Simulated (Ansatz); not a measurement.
## AgCl (Chlorargyrite) in Ansatz: the effect of functional

The system is AgCl (Chlorargyrite).

```xyz
2
Lattice="0.0000 2.7886 2.7886 2.7886 0.0000 2.7886 2.7886 2.7886 0.0000" Properties=species:S:1:pos:R:3 pbc="T T T"
Ag    0.0000    0.0000    0.0000
Cl    2.7886    2.7886    2.7886
```

The cell isn't the ideal one: volume scaled by 1.06.

Alike in all runs:

* Program: Ansatz 0.2.0
* Task: single point
* Potentials or basis: Ansatz PAW
* k mesh: 8 × 8 × 8
* Occupations: fermi-dirac, width 0.05 eV
* Spin: no spin polarisation

```tsv
functional	cutoff	gap on the mesh (eV)	pressure (GPa)
LDA	420 eV (not typed: the program's choice for these potentials)	?	?
PBE	420 eV (not typed: the program's choice for these potentials)	0.92	0.8
PBEsol	420 eV (not typed: the program's choice for these potentials)	0.74	-3.3
r2SCAN	500 eV (not typed: the program's choice for these potentials)	1.48	-0.8
```

Question: What does the run with functional LDA give?

Answer: gap on the mesh 0.62 eV; pressure -6.2 GPa.

Caveats: the PAW data sets come from PBE, with cores solved anew for the run's functional, which leaves a small shift of forces and pressure (some runs).

A k mesh can miss the band edges.
